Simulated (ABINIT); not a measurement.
# CdSe (Cadmoselite): single point with PBEsol

**What was measured.**

A printed reference work, data compilation reports, for a bulk crystal of CdSe at 2 K: band gap 1.841 eV.

The system is CdSe (Cadmoselite).

```
CELL_PARAMETERS angstrom
4.30000 0.00000 0.00000
-2.15000 3.72391 0.00000
0.00000 0.00000 7.02000
ATOMIC_POSITIONS crystal
Cd 0.66667 0.33333 0.50000
Cd 0.33333 0.66667 0.00000
Se 0.66667 0.33333 0.88500
Se 0.33333 0.66667 0.38500
```

```
Program             : ABINIT 10.8.3 (patched build)
Task                : single point
Functional          : PBEsol
Potentials or basis : PseudoDojo NC SR PBEsol v0.4.1 standard
Cutoff              : 1279 eV
k mesh              : 5 × 5 × 3
Occupations         : fermi-dirac, width 0.05 eV
Spin                : no spin polarisation
```

| Property | Result |
| --- | --- |
| Pressure | -0.1 GPa |
| Largest force | 0.270 eV/Å |
| Band gap on the k mesh | 0.57 eV, direct |
| Valence electrons inside the program's atomic spheres | Cd 17.17; Se 13.25 |

Forces in eV/Å, atoms in the order of the input:
```
Cd   0.000  0.000  0.270
Cd   0.000  0.000  0.270
Se   0.000  0.000 -0.270
Se   0.000  0.000 -0.270
```

Stress tensor (GPa, compression positive):
```
 0.55  0.00  0.00
 0.00  0.55  0.00
 0.00  0.00 -1.35
```

Levels at points of the mesh, in eV from the valence-band top:
```csv
k point,band 32,band 33,band 34,band 35,band 36,band 37,band 38,band 39,band 40,band 41
"(0.00, 0.00, 0.00)",-0.73,-0.73,-0.01,0.00,0.00,0.57,2.01,5.81,5.81,6.06
```

It took 5.8 min on 1 thread of Arm Neoverse V1, on a shared host, peak memory 0.21 GiB.

Against the measured gap of CdSe, 1.841 eV (2 K; a printed reference work, data compilation), the calculated 0.57 eV is off by -1.27 eV. So large a miss can be the level of theory's own, or it may mean another phase, state or a wrong row. Spin-orbit coupling on Cd, Se is left out. The value is that of PBEsol, without temperature or zero-point motion. Semilocal functionals fall short of measured gaps as a rule.
